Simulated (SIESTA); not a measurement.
Crystal: SiO2 (Cristobalite).

```
CELL_PARAMETERS angstrom
4.98200 0.00000 0.00000
0.00000 4.98200 0.00000
0.00000 0.00000 6.96300
ATOMIC_POSITIONS crystal
Si 0.79897 0.20103 0.75000
Si 0.70103 0.70103 0.50000
Si 0.20103 0.79897 0.25000
Si 0.29897 0.29897 0.00000
O 0.10347 0.23989 0.82187
O 0.26011 0.60347 0.07187
O 0.89653 0.76011 0.32187
O 0.73989 0.39653 0.57187
O 0.60347 0.26011 0.92813
O 0.76011 0.89653 0.67813
O 0.39653 0.73989 0.42813
O 0.23989 0.10347 0.17813
```

- Program: SIESTA 5.4.2
- Task: single point
- Functional: PBE
- Potentials or basis: PseudoDojo 0.4 standard (PBE files)
- Basis: DZP (energy shift 0.003 Ry)
- Grid cutoff: 800 Ry
- Energy shift: 0.003 Ry
- k mesh: 6 × 6 × 4
- Occupations: fermi-dirac, width 0.05 eV
- Spin: no spin polarisation

On this cell: pressure 8.5 GPa; largest force 0.766 eV/Å; band gap on the k mesh 6.09 eV, direct.

The same run follows on a disturbed copy (atoms moved at random, drawn with an rms of 0.05 Å):

```
Si O
1.0
     4.98200    0.00000    0.00000
     0.00000    4.98200    0.00000
     0.00000    0.00000    6.96300
Si O
4 8
Direct
  0.80042 0.20047 0.74724
  0.69395 0.70557 0.50121
  0.21169 0.80140 0.24797
  0.29882 0.29123 0.99826
  0.09898 0.23574 0.82586
  0.26899 0.61283 0.06320
  0.90462 0.75964 0.31632
  0.73545 0.39522 0.57246
  0.60393 0.26144 0.92477
  0.76348 0.89984 0.67801
  0.39355 0.73317 0.41843
  0.24359 0.11350 0.17800
```

**Question.** What changes?

**Answer.** The energy moves by +33.3 meV/atom; pressure 9.0 GPa; largest force 4.012 eV/Å; band gap on the k mesh 5.94 eV, direct.

Forces on the atoms (eV/Å):
```
Si  -0.368  0.739  0.928
Si   1.987 -0.657 -1.543
Si  -2.423  0.549 -3.104
Si   0.829  2.932 -0.309
O    0.383 -0.198 -1.249
O    0.141 -0.673 -0.733
O   -1.838 -0.124  1.033
O   -0.307  0.889 -1.394
O    0.165 -0.058  0.623
O   -0.249 -1.495 -0.004
O    2.035 -0.581  3.408
O   -0.356 -1.323  2.344
```

Stress tensor (GPa, compression positive):
```
 9.21 -0.19  4.44
-0.19  6.16 -1.66
 4.44 -1.66 11.67
```

Caveats: the cell was measured hot, at 340 K; the basis of atomic orbitals isn't converged, which shifts pressures, moduli and gaps.

A k mesh can miss the band edges.
